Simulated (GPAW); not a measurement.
**Si in GPAW: convergence with plane-wave cutoff (eV)**

Crystal: Si.

```
Si
1.0
     0.00000    2.72185    2.72185
     2.72185    0.00000    2.72185
     2.72185    2.72185    0.00000
Si
2
Direct
  0.50000 0.50000 0.50000
  0.75000 0.75000 0.75000
```

| Quantity | Value |
| --- | --- |
| Program | GPAW 26.7.0 |
| Task | elastic constants |
| Functional | PBEsol |
| Dispersion | D3 |
| Potentials or basis | PAW data sets generated in the run's folder for this functional |
| Cutoff | 240 eV |
| Basis | pw |
| k mesh | 8 × 8 × 8 |
| Occupations | fermi-dirac, width 0.05 eV |
| Spin | no spin polarisation |

These are the settings of the first run; the series varies plane-wave cutoff (eV), with any setting tied to it.

Hardware: 1 thread of Arm Neoverse V1 (shared host).

The values tried are 240, 300, 370, 450, 530, 600, 720, loosest first. From which on does the energy stay within 1 meV/atom of the tightest run that finished?

From 370 on.

```csv
plane-wave cutoff (eV),"energy less the tightest run, at zero smearing (meV/atom)",SCF cycles,CPU time (s),peak memory (GiB)
240,2.83,10,58,0.16
300,1.31,10,65,0.18
370,0.80,10,110,0.19
450,0.45,10,99,0.22
530,0.22,10,170,0.24
600,0.11,10,200,0.28
720,0.00,10,210,0.31
```

The tightest run that finished is the yardstick and may itself not be fully converged.

Caveat, for the tightest run too: the density grid can change from cell to cell, which puts small steps into energies and stress.
